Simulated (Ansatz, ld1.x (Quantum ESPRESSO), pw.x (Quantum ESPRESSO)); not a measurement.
# Equation-of-state test of one ultrasoft potential (P)

- Element: phosphorus (P)
- Generator: ld1.x (Quantum ESPRESSO) 7.5
- Type: ultrasoft
- Functional: PBE
- Relativity: scalar-relativistic
- Frozen core: [Ne]
- Valence charge: 5
- Reference configuration: 3s1.75 3p3.25
- Partial waves: 3s (bound): rcut 1.10, rcutus 1.35 bohr; 3s channel at 2.3 Ry: rcut 1.10, rcutus 1.35 bohr; 3p (bound): rcut 1.25, rcutus 1.65 bohr; 3p channel at 1.85 Ry: rcut 1.25, rcutus 1.65 bohr
- Local potential: all-electron potential smoothed inside 1.30 bohr (lloc = -2)
- Core correction: Bessel-smoothed model core, default radius (core density twice the valence density)
- Augmentation charge: PSQ, inside the norm-conserving radii

Atomic tests: cutoffs needed: 18 Ry and 30 Ry (the cutoffs (Ry, on a coarse ladder) from which the occupation-weighted sum of valence levels, in a spherical-Bessel basis at the reference potential, stays within 10 and 1 mRy of its value at 400 Ry); ghost test: no extra level below or beside the all-electron valence levels (s, p, d, f tested) (spherical-Bessel basis up to 400 Ry, 20 bohr box); largest excitation error: -9.3 meV (all-electron minus pseudo) for 3s0 3p5, out of 7 test configurations.

Crystal test: diamond P in pw.x 7.5, no spin, 8³ k-points, Fermi–Dirac smearing 0.01 Ry, cutoffs 40/320 Ry. The lattice is a test structure that the element need not adopt, and mesh and smearing are coarse.

pw.x input:

```
&control
  calculation='scf', prefix='x', pseudo_dir='./', outdir='./tmp', tstress=.true., disk_io='low'
/
&system
  ibrav=0, nat=2, ntyp=1, ecutwfc=40, ecutrho=320, nbnd=12,
  occupations='smearing', smearing='fd', degauss=0.01
/
&electrons
  conv_thr=1e-09, mixing_beta=0.4, electron_maxstep=70
/
ATOMIC_SPECIES
P 1.0 P.UPF
CELL_PARAMETERS angstrom
  0.00000000 2.75668895 2.75668895
  2.75668895 0.00000000 2.75668895
  2.75668895 2.75668895 0.00000000
ATOMIC_POSITIONS crystal
P 0.0000 0.0000 0.0000
P 0.2500 0.2500 0.2500
K_POINTS automatic
8 8 8 0 0 0
```

```bash
pw.x < P.scf.in > P.scf.out
```

How does the run end?

It converges; the pressure is 3.41 GPa against -0.21 GPa from all-electron LAPW. This is a poor potential for the solid. The atomic tests give no hint of an error of this size, and its cause was not traced. The log shows:

```
     lattice parameter (alat)  =       7.3672  a.u.
     unit-cell volume          =     282.7417 (a.u.)^3
     number of electrons       =        10.00
     number of Kohn-Sham states=           12
     kinetic-energy cutoff     =      40.0000  Ry
     charge density cutoff     =     320.0000  Ry
     scf convergence threshold =      1.0E-09
     Exchange-correlation= PBE
     number of k points=    29  Fermi-Dirac smearing, width (Ry)=  0.0100
     iteration #  1     ecut=    40.00 Ry     beta= 0.40
     total energy              =     -43.98826844 Ry
     estimated scf accuracy    <       0.01953859 Ry
     iteration #  2     ecut=    40.00 Ry     beta= 0.40
     total energy              =     -43.98717911 Ry
     estimated scf accuracy    <       0.00492854 Ry
     iteration #  3     ecut=    40.00 Ry     beta= 0.40
     total energy              =     -43.98745433 Ry
     estimated scf accuracy    <       0.00011812 Ry
     iteration #  4     ecut=    40.00 Ry     beta= 0.40
     total energy              =     -43.98746447 Ry
     estimated scf accuracy    <       0.00000045 Ry
     iteration #  5     ecut=    40.00 Ry     beta= 0.40
     total energy              =     -43.98746475 Ry
     estimated scf accuracy    <       0.00000005 Ry
     iteration #  6     ecut=    40.00 Ry     beta= 0.40
     total energy              =     -43.98746476 Ry
     estimated scf accuracy    <       0.00000001 Ry
     iteration #  7     ecut=    40.00 Ry     beta= 0.40
     the Fermi energy is     6.7498 ev
!    total energy              =     -43.98746476 Ry
     estimated scf accuracy    <          4.1E-10 Ry
     smearing contrib. (-TS)   =      -0.00732329 Ry
     The total energy is F=E-TS. E is the sum of the following terms:
     one-electron contribution =       4.35740937 Ry
     hartree contribution      =       2.57013526 Ry
     xc contribution           =     -25.05628595 Ry
     ewald contribution        =     -25.85140014 Ry
     convergence has been achieved in   7 iterations
          total   stress  (Ry/bohr**3)                   (kbar)     P=       34.06
```
